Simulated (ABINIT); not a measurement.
The system is InP.

```
CELL_PARAMETERS angstrom
0.00000 2.93050 2.93050
2.93050 0.00000 2.93050
2.93050 2.93050 0.00000
ATOMIC_POSITIONS crystal
In 0.00000 0.00000 0.00000
P 0.75000 0.75000 0.75000
```

- Program: ABINIT 10.8.3 (patched build)
- Task: relaxation of cell and atoms
- Functional: PBE
- Potentials or basis: Ansatz NC PBE
- Cutoff: 952 eV
- k mesh: 6 × 6 × 6
- Occupations: fermi-dirac, width 0.05 eV
- Spin: no spin polarisation

At the start: pressure 3.4 GPa; volume 25.17 Å³/atom.

Question: Where does the relaxation end?

Answer: Over 5 steps the energy falls by 13.3 meV/atom and the volume is 26.48 Å³/atom (+5.2 %); space group F-43m (No. 216, to 0.05 Å).

Step by step:
```csv
step,energy change (eV),largest force (eV/Å),pressure (GPa),volume (Å³)
1,0.0000,0.0000,3.41,50.33
2,-0.0099,0.0000,2.64,50.86
3,-0.0265,0.0000,0.17,52.80
4,-0.0266,0.0000,0.01,52.95
5,-0.0266,0.0000,0.00,52.96
```

Final structure:
```
In P
1.0
     0.00000    2.98053    2.98053
     2.98053    0.00000    2.98053
     2.98053    2.98053    0.00000
In P
1 1
Direct
  0.00000 0.00000 0.00000
  0.75000 0.75000 0.75000
```
